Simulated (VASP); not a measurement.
Write the native input for VASP 6.6.1 that does the following.

- Task: single point
- Functional: r2SCAN
- Dispersion: D3(BJ)
- Potentials or basis: VASP PAW PBE potentials, release 64 (C, H, Si)
- Cutoff: 520 eV
- k mesh: 1 × 1 × 1
- Occupations: fermi-dirac, width 0.05 eV
- Spin: no spin polarisation
- Dipole correction: no
- Further INCAR settings: LREAL = Auto; ALGO = Normal; EDIFF = 1e-06; NBANDS = 58

The system is SiH10C2.

```xyz
39
Lattice="8.4679 0.0000 0.0000 0.0000 8.4679 0.0000 0.0000 0.0000 8.4679" Properties=species:S:1:pos:R:3 pbc="T T T"
C     1.4486    1.6820    5.9479
C     1.5749    2.7561    4.8736
C     1.1322    5.3818    9.0155
C     0.9916    5.4323    7.4984
C     5.7121    7.3291    6.7185
C     5.7503    7.4295    5.1978
H     1.9271    1.9962    6.8788
H     0.4004    1.4662    6.1695
H     1.9200    0.7485    5.6306
H     1.0964    2.4419    3.9427
H     1.1034    3.6896    5.1910
H     2.6231    2.9719    4.6521
H     1.1545    6.3869    9.4438
H     0.2971    4.8445    9.4719
H     2.0543    4.8746    9.3101
H     0.9693    4.4272    7.0700
H     0.0695    5.9395    7.2038
H     1.8267    5.9696    7.0420
H     5.5495    8.3086    7.1750
H     4.9064    6.6698    7.0507
H     6.6507    6.9309    7.1118
H     5.9129    6.4500    4.7413
H     4.8116    7.8277    4.8045
H     6.5560    8.0888    4.8656
H     3.4786    3.2701    1.7262
H     2.0469    1.3171    1.7239
H     1.4768    3.2380    0.3641
H     3.3698    1.8510   -0.2329
H     9.2062    0.0774    0.9166
H     8.4772    2.3712    1.1823
H     7.6810    1.0569   -0.6891
H     6.9195    0.5549    1.5541
H     5.8001    4.2353    7.0298
H     3.9935    4.8855    8.5053
H     5.6097    3.2323    9.2256
H     6.2665    5.5528    9.0072
Si    2.5931    2.4190    0.8953
Si    8.0710    1.0151    0.7410
Si    5.4174    4.4765    8.4420
```

The cell was built by a generator and needn't be a form met in nature.

These files were run (other wordings do the same):

POSCAR

```
SiH10C2
1.0
    8.4679300000      0.0000000000      0.0000000000
    0.0000000000      8.4679300000      0.0000000000
    0.0000000000      0.0000000000      8.4679300000
C H Si
6 30 3
Direct
    0.1710653000      0.1986292000      0.7024043000
    0.1859838000      0.3254775000      0.5755380000
    0.1337031000      0.6355481000      1.0646612000
    0.1171006000      0.6415177000      0.8855054000
    0.6745560000      0.8655133000      0.7933994000
    0.6790665000      0.8773648000      0.6138241000
    0.2275743000      0.2357311000      0.8123404000
    0.0472830000      0.1731511000      0.7285686000
    0.2267413000      0.0883955000      0.6649279000
    0.1294749000      0.2883757000      0.4656019000
    0.1303078000      0.4357112000      0.6130144000
    0.3097661000      0.3509557000      0.5493737000
    0.1363337000      0.7542489000      1.1152473000
    0.0350854000      0.5721041000      1.1185608000
    0.2425969000      0.5756504000      1.0994487000
    0.1144701000      0.5228169000      0.8349194000
    0.0082068000      0.7014153000      0.8507179000
    0.2157184000      0.7049616000      0.8316058000
    0.6553537000      0.9811852000      0.8473162000
    0.5794040000      0.7876522000      0.8326359000
    0.7854040000      0.8184892000      0.8398453000
    0.6982688000      0.7616929000      0.5599072000
    0.5682185000      0.9243889000      0.5673782000
    0.7742185000      0.9552259000      0.5745875000
    0.4108026000      0.3861699000      0.2038566000
    0.2417258000      0.1555449000      0.2035741000
    0.1744031000      0.3823873000      0.0429969000
    0.3979518000      0.2185847000     -0.0274980000
    1.0871879000      0.0091441000      0.1082395000
    1.0010909000      0.2800263000      0.1396241000
    0.9070720000      0.1248072000     -0.0813790000
    0.8171361000      0.0655304000      0.1835223000
    0.6849440000      0.5001576000      0.8301620000
    0.4715995000      0.5769359000      1.0044150000
    0.6624646000      0.3817157000      1.0894709000
    0.7400217000      0.6557501000      1.0636836000
    0.3062208000      0.2856717000      0.1057324000
    0.9531217000      0.1198770000      0.0875017000
    0.6397575000      0.5286398000      0.9969329000
```

INCAR.step1

```
PREC     = Accurate       # precision mode
ENCUT    = 520            # plane-wave cutoff, eV
ISMEAR   = -1             # smearing method
SIGMA    = 0.05           # smearing width, eV
LREAL    = Auto         
LASPH    = True           # aspherical terms in the spheres
NELM     = 80             # most SCF steps
NBANDS   = 58             # bands
GGA      = PE             # functional
ALGO     = Normal         # electronic algorithm
EDIFF    = 1E-4           # SCF threshold, eV
LWAVE    = True           # write WAVECAR
LCHARG   = False          # write CHGCAR
```

INCAR.step2

```
PREC     = Accurate       # precision mode
ENCUT    = 520            # plane-wave cutoff, eV
EDIFF    = 1E-6           # SCF threshold, eV
ISMEAR   = -1             # smearing method
SIGMA    = 0.05           # smearing width, eV
LREAL    = Auto         
LASPH    = True           # aspherical terms in the spheres
NELM     = 80             # most SCF steps
ALGO     = Normal         # electronic algorithm
ISIF     = 2              # what is computed and relaxed
LWAVE    = False          # write WAVECAR
LCHARG   = False          # write CHGCAR
METAGGA  = R2SCAN         # meta-GGA
LMIXTAU  = True         
IVDW     = 12             # dispersion correction
VDW_S6   = 1.0          
VDW_S8   = 0.78981345   
VDW_A1   = 0.49484001   
VDW_A2   = 5.73083694   
NBANDS   = 58             # bands
ISTART   = 1
```

KPOINTS

```
Automatic mesh
0
Gamma
  1 1 1
```

Potentials or basis: VASP PAW PBE potentials, release 64 (C, H, Si).

The run is started by

```bash
$ cat potpaw_PBE.64/C/POTCAR potpaw_PBE.64/H/POTCAR potpaw_PBE.64/Si/POTCAR > POTCAR
$ cp INCAR.step1 INCAR
$ mpirun -np 1 vasp_gam > vasp.out
$ cp INCAR.step2 INCAR
$ mpirun -np 1 vasp_gam > vasp.out
```

Results of the run:

```
Pressure                   : 0.6 GPa
Largest force              : 1.010 eV/Å
Band gap on the k mesh     : 6.37 eV, direct
Dispersion energy per atom : -0.016 eV
```

Caveat: the PAW data sets were made with another functional, which shifts forces and pressure a little.

Run time: 5.1 min on 1 thread of Intel(R) Xeon(R) Platinum 8559C (Emerald Rapids), on a shared host, peak memory 0.6 GiB.
